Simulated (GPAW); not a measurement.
## Ballistic transport through a Bi chain with a Sn atom on top of one atom, cheap and dear

How well does a Bi chain with a Sn atom on top of one atom conduct at low bias, and how far do basis and functional move the answer?

Calculated with GPAW 26.7.0; GPAW LCAO, PAW setups; Landauer transmission from Green's functions with principal layers (ASE), zero bias.

## (1) Starting point

The cell holds 10 atoms: 9 Bi and 1 Sn. Its edges and angles: a = 9.000 Å, b = 9.000 Å, c = 26.100 Å, α = 90.0°, β = 90.0°, γ = 90.0°. Regions: left lead, 4 atoms (4 Bi); channel, 2 atoms (1 Bi and 1 Sn); right lead, 4 atoms (4 Bi). Vacuum lies along a and b. The structure is stacked along c, and the current runs across the ab planes.

## (2) GPAW, dzp

The script solves lead and junction separately, takes H and S in the orbital basis, and joins semi-infinite leads through their self-energies; the dzp basis is the working standard.

run.py reads:

```python
import json
import numpy as np
from ase import Atoms
from ase.transport.calculators import TransportCalculator
from gpaw import GPAW, FermiDirac
from gpaw.lcao.tools import get_lcao_hamiltonian
from scipy.linalg import eigh

# The junction with lead layers at both ends, along the third cell vector
device = Atoms(
    ['Bi', 'Bi', 'Bi', 'Bi', 'Bi', 'Sn', 'Bi', 'Bi', 'Bi', 'Bi'],
    positions=[
        [4.50000, 4.50000, 1.45000],
        [4.50000, 4.50000, 4.35000],
        [4.50000, 4.50000, 7.25000],
        [4.50000, 4.50000, 10.15000],
        [4.50000, 4.50000, 13.05000],
        [7.21960, 4.50000, 13.05000],
        [4.50000, 4.50000, 15.95000],
        [4.50000, 4.50000, 18.85000],
        [4.50000, 4.50000, 21.75000],
        [4.50000, 4.50000, 24.65000]],
    cell=[[9.0, 0.0, 0.0], [0.0, 9.0, 0.0], [0.0, 0.0, 26.1]],
    pbc=True)

# One principal layer of the lead: the first 2 atoms of the device
lead = Atoms(
    ['Bi', 'Bi'],
    positions=[
        [4.50000, 4.50000, 1.45000],
        [4.50000, 4.50000, 4.35000]],
    cell=[[9.0, 0.0, 0.0], [0.0, 9.0, 0.0], [0.0, 0.0, 5.8]],
    pbc=True)

settings = dict(mode='lcao', basis='dzp', xc='PBE', h=0.2,
                occupations=FermiDirac(0.1), maxiter=250,
                mixer=dict(beta=0.1, nmaxold=8, weight=100.0),
                convergence=dict(density=0.0001))
energies = np.arange(-3, 3 + 1e-9, 0.075)
eta = 0.0001
n1, n2 = 1, 1
# k and -k transmit alike, so half of the mesh across the current serves
mesh = [(i, j) for i in range(n1) for j in range(n2) if (i, j) <= (-i % n1, -j % n2)]
weights = np.array([1 if (i, j) == (-i % n1, -j % n2) else 2 for i, j in mesh]) / (n1 * n2)

# [... helper functions left out ...]
fermi_lead = ground_state(lead, (1, 1, 19), 'lead.txt')
fermi_device = ground_state(device, (1, 1, 3), 'device.txt')
# [... loop over the mesh left out, but for ...]
        # Shift the lead onto the potential of the device's first layer
        shift = ((H[:, 0, 0] - H0[:, 0, 0]) / S0[0, 0]).real.mean()
# [...]
kT = 8.617333e-5 * 77
bias = [0.1, 0.2, 0.5, 1.0, 1.5, 2.0]
# [... integrals and printing left out ...]
```

Launch:

```sh
OMP_NUM_THREADS=1 OPENBLAS_NUM_THREADS=1 python run.py
```

Log:

```text
basis functions: device 230, principal layer 46
Fermi level: lead -2.8498 eV, device -2.5869 eV; lead shifted by -0.0103 eV
largest coupling past the next layer 5.83e-06 eV, largest misfit of the first layer 0.012 eV
  E-E_F (eV)   T (one spin)  channels
    -3.000    9.5922e-01    1.0000
    -2.925    9.6349e-01    1.0000
    -2.850    9.6701e-01    1.0000
    -2.775    9.6995e-01    1.0000
    -2.700    9.7242e-01    1.0000
    -2.625    9.7452e-01    1.0000
    -2.550    9.7632e-01    1.0000
    -2.475    9.7789e-01    1.0000
    -2.400    9.7926e-01    1.0000
    -2.325    9.8050e-01    1.0000
    -2.250    9.8164e-01    1.0000
    -2.175    9.8275e-01    1.0000
    -2.100    9.8395e-01    1.0000
    -2.025    9.8542e-01    1.0000
    -1.950    9.8768e-01    1.0000
    -1.875    9.9245e-01    1.0000
[...]
2.475    9.9817e-01    1.0000
     2.550    9.9840e-01    1.0000
     2.625    9.9858e-01    1.0000
     2.700    9.9873e-01    1.0000
     2.775    9.9886e-01    1.0000
     2.850    9.9896e-01    1.0000
     2.925    9.9905e-01    1.0000
     3.000    9.9912e-01    1.0000
conductance at 77 K: 2.6432 G0 a cell; thermopower 0.3212 uV/K
current from the zero-bias T(E) at 0.1 V: 20.471 uA
current from the zero-bias T(E) at 0.2 V: 40.913 uA
current from the zero-bias T(E) at 0.5 V: 101.74 uA
current from the zero-bias T(E) at 1.0 V: 199.54 uA
current from the zero-bias T(E) at 1.5 V: 290.74 uA
current from the zero-bias T(E) at 2.0 V: 381.09 uA
```

Run time: 50 s. Hardware: 1 thread of Arm Neoverse N1, shared host; peak memory 0.91 GiB.

This step gave:

```
conductance                                             : 2.643 G₀
largest coupling past the next principal layer          : 5.83e-6 eV
largest misfit of the first principal layer             : 0.01160 eV
shift that aligns the lead                              : -0.01032 eV
basis functions of the junction                         : 230
basis functions of a principal layer                    : 46
transmission at the Fermi level (one spin)              : 2.644
open channels of the lead at the Fermi level (one spin) : 3
```

One spin. The transmission, zone mean by energy, zero at the Fermi level:

```
energy (eV)  transmission, zone mean
    -3.0000                    0.959
    -2.7750                    0.970
    -2.4750                    0.978
    -2.2500                    0.982
    -2.0250                    0.985
    -1.7250                    0.945
    -1.5000                    0.963
    -1.2750                     2.30
    -0.9750                     2.65
    -0.7500                     2.71
    -0.5250                     2.73
    -0.4500                     2.73
    -0.2250                     2.71
     0.0000                     2.64
     0.2250                     2.50
     0.5250                     2.11
     0.7500                     1.88
     0.9750                     2.12
     1.2750                     2.42
     1.5000                     2.31
     1.7250                     2.03
     2.0250                    0.994
     2.2500                    0.997
     2.4750                    0.998
     2.7750                    0.999
     3.0000                    0.999
```

Crossings of the lead's bands, unfolded to its shortest repeat. Open channels, zone mean against energy, zero at the Fermi level:

```
energy (eV)  open channels, zone mean
      -3.00                         1
      -2.85                         1
      -2.70                         1
      -2.55                         1
      -2.33                         1
      -2.17                         1
      -2.02                         1
      -1.88                         1
      -1.73                         1
      -1.57                         1
      -1.35                         3
      -1.20                         3
      -1.05                         3
      -0.90                         3
      -0.75                         3
      -0.60                         3
      -0.38                         3
      -0.23                         3
      -0.07                         3
       0.00                         3
       0.07                         3
       0.23                         3
       0.38                         3
       0.60                         3
       0.75                         3
       0.90                         3
       1.05                         3
       1.20                         3
       1.35                         3
       1.57                         3
       1.73                         3
       1.88                         1
       2.02                         1
       2.17                         1
       2.33                         1
       2.55                         1
       2.70                         1
       2.85                         1
       3.00                         1
```

Not self-consistent under bias; the bias window is split evenly. Table of current through one cell, from the zero-bias transmission by bias:

```
bias (V)  current through one cell, from the zero-bias transmission (μA)
   0.100                                                            20.5
   0.200                                                            40.9
   0.500                                                             102
   1.000                                                             200
   1.500                                                             291
   2.000                                                             381
```

Transmission of the three most open eigenchannels against energy, zero at the Fermi level:

```
energy (eV)  channel 1  channel 2  channel 3
      -3.00      0.959    2.9e-11          0
      -2.77      0.970    2.9e-11          0
      -2.55      0.976    2.8e-11          0
      -2.40      0.979    2.8e-11          0
      -2.17      0.983    2.7e-11          0
      -1.95      0.988    2.6e-11          0
      -1.73      0.945     9.4e-8    3.0e-11
      -1.57      0.967    1.0e-10    6.6e-11
      -1.35      0.957      0.692      0.365
      -1.12      0.962      0.916      0.670
      -0.90      0.963      0.957      0.757
      -0.75      0.969      0.962      0.779
      -0.53      0.978      0.962      0.790
      -0.30      0.981      0.963      0.778
      -0.07      0.981      0.962      0.730
       0.00      0.980      0.961      0.703
       0.07      0.980      0.960      0.666
       0.30      0.977      0.951      0.493
       0.53      0.975      0.934      0.203
       0.75      0.975      0.900     7.9e-4
       0.90      0.975      0.862      0.161
       1.12      0.977      0.762      0.595
       1.35      0.979      0.854      0.576
       1.57      0.980      0.970      0.280
       1.73      0.992      0.978     0.0617
       1.95      0.993    9.4e-11    1.7e-11
       2.17      0.996    1.7e-11          0
       2.40      0.998    1.6e-11          0
       2.55      0.998    1.5e-11          0
       2.77      0.999    1.4e-11          0
       3.00      0.999    1.3e-11          0
```

Couplings past the next layer reach 5.8e-6 eV, small enough to drop; the matrix elements of the cell's first layer differ from the bulk lead's by up to 0.012 eV. That layer keeps its own values in the calculation, and only beyond it is the lead taken as perfect. The Fermi levels of lead and junction count from different zeros of potential, one for each periodic cell; with both set to zero, the small remaining shift is what aligns them. Without spin-orbit coupling, which is large for these atoms, channel counts and T are those of the scalar-relativistic bands. By hand: G = 2.643 × 77.48 μS = 205 μS, a resistance of 4.88 kΩ; at 0.1 V a linear junction would pass 20.5 μA, and the integral over the bias window gives 20.5 μA.

## (3) GPAW, szp: basis = "szp(dzp)"

The second zeta is dropped, the polarisation orbitals stay.

run.py: that of step 2 with these lines changed.

```diff
@@ -34,3 +34,3 @@
 
-settings = dict(mode='lcao', basis='dzp', xc='PBE', h=0.2,
+settings = dict(mode='lcao', basis='szp(dzp)', xc='PBE', h=0.2,
                 occupations=FermiDirac(0.1), maxiter=250,
```

Log:

```text
basis functions: device 140, principal layer 28
Fermi level: lead -2.9434 eV, device -2.6724 eV; lead shifted by 0.0106 eV
largest coupling past the next layer 5.79e-06 eV, largest misfit of the first layer 0.013 eV
  E-E_F (eV)   T (one spin)  channels
    -3.000    9.4882e-01    1.0000
    -2.925    9.5451e-01    1.0000
    -2.850    9.5921e-01    1.0000
    -2.775    9.6316e-01    1.0000
    -2.700    9.6650e-01    1.0000
    -2.625    9.6936e-01    1.0000
    -2.550    9.7183e-01    1.0000
    -2.475    9.7399e-01    1.0000
    -2.400    9.7590e-01    1.0000
    -2.325    9.7762e-01    1.0000
    -2.250    9.7922e-01    1.0000
    -2.175    9.8079e-01    1.0000
    -2.100    9.8247e-01    1.0000
    -2.025    9.8453e-01    1.0000
    -1.950    9.8763e-01    1.0000
    -1.875    9.9380e-01    1.0000
[...]
2.475    9.9792e-01    1.0000
     2.550    9.9820e-01    1.0000
     2.625    9.9843e-01    1.0000
     2.700    9.9862e-01    1.0000
     2.775    9.9878e-01    1.0000
     2.850    9.9891e-01    1.0000
     2.925    9.9902e-01    1.0000
     3.000    9.9912e-01    1.0000
conductance at 77 K: 2.6331 G0 a cell; thermopower 0.3062 uV/K
current from the zero-bias T(E) at 0.1 V: 20.393 uA
current from the zero-bias T(E) at 0.2 V: 40.755 uA
current from the zero-bias T(E) at 0.5 V: 101.33 uA
current from the zero-bias T(E) at 1.0 V: 198.71 uA
current from the zero-bias T(E) at 1.5 V: 289.67 uA
current from the zero-bias T(E) at 2.0 V: 379.02 uA
```

Wall time 44 s (1 thread); peak memory 0.9 GiB.

This step gave:

| Item | Value |
| --- | --- |
| conductance | 2.633 G₀ |
| largest coupling past the next principal layer | 5.79e-6 eV |
| largest misfit of the first principal layer | 0.01332 eV |
| shift that aligns the lead | 0.01060 eV |
| basis functions of the junction | 140 |
| basis functions of a principal layer | 28 |
| transmission at the Fermi level (one spin) | 2.634 |

One spin. The transmission, zone mean by energy, zero at the Fermi level:

```
energy (eV)  transmission, zone mean
      -3.00                    0.949
      -2.77                    0.963
      -2.55                    0.972
      -2.40                    0.976
      -2.17                    0.981
      -1.95                    0.988
      -1.73                    0.934
      -1.57                    0.962
      -1.35                     2.00
      -1.12                     2.49
      -0.90                     2.66
      -0.75                     2.70
      -0.53                     2.72
      -0.30                     2.71
      -0.07                     2.66
       0.00                     2.63
       0.07                     2.60
       0.30                     2.41
       0.53                     2.11
       0.75                     1.86
       0.90                     1.95
       1.12                     2.29
       1.27                     2.38
       1.35                     2.38
       1.57                     2.22
       1.73                     2.04
       1.95                    0.991
       2.17                    0.996
       2.40                    0.998
       2.55                    0.998
       2.77                    0.999
       3.00                    0.999
```

Crossings of the lead's bands, unfolded to its shortest repeat. The open channels, zone mean by energy, zero at the Fermi level:

energy (eV), open channels, zone mean and a bar from the least value:
```
  -3.0000       1.00 
  -2.7750       1.00 
  -2.4750       1.00 
  -2.2500       1.00 
  -2.0250       1.00 
  -1.7250       1.00 
  -1.5000       1.00 
  -1.2750       3.00 ##############################
  -0.9750       3.00 ##############################
  -0.7500       3.00 ##############################
  -0.5250       3.00 ##############################
  -0.2250       3.00 ##############################
   0.0000       3.00 ##############################
   0.2250       3.00 ##############################
   0.5250       3.00 ##############################
   0.7500       3.00 ##############################
   0.9750       3.00 ##############################
   1.2750       3.00 ##############################
   1.5000       3.00 ##############################
   1.7250       3.00 ##############################
   2.0250       1.00 
   2.2500       1.00 
   2.4750       1.00 
   2.7750       1.00 
   3.0000       1.00
```

Not self-consistent under bias; the bias window is split evenly. Table of current through one cell, from the zero-bias transmission by bias:

```
bias (V)  current through one cell, from the zero-bias transmission (μA)
   0.100                                                            20.4
   0.200                                                            40.8
   0.500                                                             101
   1.000                                                             199
   1.500                                                             290
   2.000                                                             379
```

The transmission of the three most open eigenchannels by energy, zero at the Fermi level:

```
energy (eV)  channel 1  channel 2  channel 3
      -3.00      0.949          0          0
      -2.77      0.963          0          0
      -2.55      0.972          0          0
      -2.40      0.976          0          0
      -2.17      0.981          0          0
      -1.95      0.988          0          0
      -1.73      0.934    9.6e-10    2.9e-12
      -1.57      0.962    6.6e-11    3.8e-11
      -1.35      0.956      0.682      0.359
      -1.12      0.961      0.903      0.628
      -0.90      0.961      0.958      0.742
      -0.75      0.970      0.962      0.771
      -0.53      0.978      0.962      0.777
      -0.30      0.982      0.961      0.762
      -0.07      0.984      0.958      0.719
       0.00      0.983      0.957      0.693
       0.07      0.983      0.956      0.659
       0.30      0.980      0.947      0.488
       0.53      0.977      0.927      0.206
       0.75      0.977      0.888     1.2e-5
       0.90      0.977      0.845      0.132
       1.12      0.978      0.747      0.563
       1.35      0.978      0.823      0.580
       1.57      0.977      0.947      0.293
       1.73      0.995      0.976     0.0734
       1.95      0.991    1.5e-10    8.5e-12
       2.17      0.996    1.1e-12          0
       2.40      0.998          0          0
       2.55      0.998          0          0
       2.77      0.999          0          0
       3.00      0.999          0          0
```

The conductance, 2.63 G₀, lies 0.4 % below that of the dzp run.

## (4) Minimal basis

One function for each valence shell of the setup, as for a first survey of a large system.

run.py: that of step 3 with these lines changed.

```diff
@@ -34,3 +34,3 @@
 
-settings = dict(mode='lcao', basis='szp(dzp)', xc='PBE', h=0.2,
+settings = dict(mode='lcao', basis='sz(dzp)', xc='PBE', h=0.2,
                 occupations=FermiDirac(0.1), maxiter=250,
```

Log:

```text
basis functions: device 90, principal layer 18
Fermi level: lead -2.7774 eV, device -2.5236 eV; lead shifted by 0.0060 eV
largest coupling past the next layer 5.43e-06 eV, largest misfit of the first layer 0.016 eV
  E-E_F (eV)   T (one spin)  channels
    -3.000    9.5016e-01    1.0000
    -2.925    9.5503e-01    1.0000
    -2.850    9.5912e-01    1.0000
[...]
2.925    9.9920e-01    1.0000
     3.000    9.9928e-01    1.0000
conductance at 77 K: 2.5932 G0 a cell; thermopower 0.3398 uV/K
current from the zero-bias T(E) at 0.1 V: 20.084 uA
current from the zero-bias T(E) at 0.2 V: 40.138 uA
current from the zero-bias T(E) at 0.5 V: 99.803 uA
current from the zero-bias T(E) at 1.0 V: 195.81 uA
current from the zero-bias T(E) at 1.5 V: 286.05 uA
current from the zero-bias T(E) at 2.0 V: 375.45 uA
```

Wall time 31 s (1 thread); peak memory 0.85 GiB.

This step gave:

| Property | Result |
| --- | --- |
| conductance | 2.593 G₀ |
| largest coupling past the next principal layer | 5.43e-6 eV |
| largest misfit of the first principal layer | 0.01620 eV |
| shift that aligns the lead | 0.006039 eV |
| basis functions of the junction | 90 |
| basis functions of a principal layer | 18 |
| transmission at the Fermi level (one spin) | 2.594 |

One spin. Transmission, zone mean against energy, zero at the Fermi level:

```
energy (eV)  transmission, zone mean
    -3.0000                    0.950
    -2.7750                    0.963
    -2.4750                    0.972
    -2.2500                    0.977
    -2.0250                    0.982
    -1.7250                    0.926
    -1.5000                     1.21
    -1.2750                     2.37
    -0.9750                     2.64
    -0.7500                     2.69
    -0.6000                     2.70
    -0.5250                     2.70
    -0.2250                     2.67
     0.0000                     2.59
     0.2250                     2.44
     0.5250                     2.07
     0.7500                     1.86
     0.9750                     2.06
     1.2750                     2.38
     1.3500                     2.39
     1.5000                     2.32
     1.7250                     2.03
     2.0250                    0.992
     2.2500                    0.996
     2.4750                    0.998
     2.7750                    0.999
     3.0000                    0.999
```

The conductance, 2.59 G₀, lies 1.9 % below that of the dzp run.

(Continued in part 2 of 2.)

[Logs are printed without paths, hosts, clocks, repeated set-up lines and the standing remarks that a program may print on its own settings, such as how far it seeks lower states.]

[Hosts, paths, dates, database ids (printed as entryN), source tags and the programs' standing remarks are cut or masked in the printed files.]
